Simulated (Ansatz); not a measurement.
# GaN: the gap against volume

GaN, P6_3mc, a = 3.218 Å, c = 5.243 Å. Ansatz: PBE, PAW, 420 eV, Γ-centred 12×12×6 mesh on 4 atoms, Gaussian smearing 0.02 eV; no spin polarisation. Shape and atoms are relaxed at each volume; x = ln(V/V0) with V0 = 11.758 Å³/atom. The gap is read at the mesh points alone.

```tsv
x	gap y (eV)
-0.1278	2.557
-0.0943	2.335
-0.0619	2.121
-0.0305	1.913
0.0000	1.710
0.0296	?
0.0583	1.325
0.0953	1.083
```

Problem. Fit a straight line to the other rows, give the volume deformation potential of the gap and its pressure coefficient, and predict the missing gap. B0 = 172.0 GPa.

Solution. Means x = -0.02299, y = 1.8634; Σ(Δx)² = 0.03877, ΣΔxΔy = -0.2563; the slope is their ratio. y = 1.7115 − 6.6116 x. The slope is the deformation potential a = dE_g/d ln V = -6.61 eV, and dE_g/dP = −a/B0 = 38.4 meV/GPa. At x = 0.0296 the fit asked for gives 1.516 eV. The run gave 1.514 eV, so the fit is 0.002 eV too high, a small miss on the scale of the series.

Semilocal functionals give gaps under the measured ones; changes of the gap mostly carry over better.